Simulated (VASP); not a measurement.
Input of a VASP 6.6.1 run:

INCAR

```
SYSTEM = Li3HS
PREC     = Accurate       ! precision mode
ENCUT    = 600            ! plane-wave cutoff, eV
EDIFF    = 1E-6           ! SCF threshold, eV
ISMEAR   = 0              ! smearing method
SIGMA    = 0.03           ! smearing width, eV
LREAL    = .False.        ! projectors in reciprocal space
LASPH    = .True.         ! aspherical terms in the spheres
NELM     = 80             ! most SCF steps
ALGO     = Normal         ! electronic algorithm
ISIF     = 3              ! what is computed and relaxed
LWAVE    = .False.        ! write WAVECAR
LCHARG   = .False.        ! write CHGCAR
METAGGA  = R2SCAN         ! meta-GGA
LMIXTAU  = .True.       
IBRION   = 2              ! ionic algorithm
NSW      = 90             ! ionic steps
EDIFFG   = -0.01          ! ionic threshold
```

KPOINTS

```
regular mesh
0
Gamma
  8 8 8
  0 0 0
```

Contents of POSCAR:

```
Li3HS
1.0
    3.8518900000      0.0000000000      0.0000000000
    0.0000000000      3.8518900000      0.0000000000
    0.0000000000      0.0000000000      3.8518900000
S H Li
1 1 3
Direct
    0.5000000000      0.5000000000      0.5000000000
    0.0000000000      0.0000000000      0.0000000000
    0.5000000000      0.0000000000      0.0000000000
    0.0000000000      0.5000000000      0.0000000000
    0.0000000000      0.0000000000      0.5000000000
```

Potentials or basis: VASP PAW PBE potentials, release 64 (S, H, Li_sv).

Run with:

```bash
$ cat potpaw_PBE.64/S/POTCAR potpaw_PBE.64/H/POTCAR potpaw_PBE.64/Li_sv/POTCAR > POTCAR
$ mpirun -np 1 vasp_std > vasp.out
```

**Question.** Predict the band gap on the k mesh.

**Answer.** 5.09 eV, indirect (least direct gap 5.55 eV).

**Question.** Predict the space group after relaxing (to 0.05 Å).

**Answer.** Pm-3m (No. 221).

**Question.** Predict the relaxed volume.

**Answer.** 10.79 Å³/atom.

**Question.** What does it give for the relaxed cell?

**Answer.** a = 3.779 Å, b = 3.779 Å, c = 3.779 Å, α = 90.00°, β = 90.00°, γ = 90.00°.

Final structure:
```xyz
5
Lattice="3.7790 0.0000 0.0000 0.0000 3.7790 0.0000 0.0000 0.0000 3.7790" Properties=species:S:1:pos:R:3 pbc="T T T"
S     1.8895    1.8895    1.8895
H     0.0000    0.0000    0.0000
Li    1.8895    0.0000    0.0000
Li    0.0000    1.8895    0.0000
Li    0.0000    0.0000    1.8895
```

Caveat: the cutoff is under 1.25 times the usual one of these potentials, so pressure, stress and relaxed cells hold a basis-set (Pulay) error; the PAW data sets were made with another functional, which shifts forces and pressure a little. r2SCAN opens gaps a little over a GGA but as a rule still falls short of measured ones.
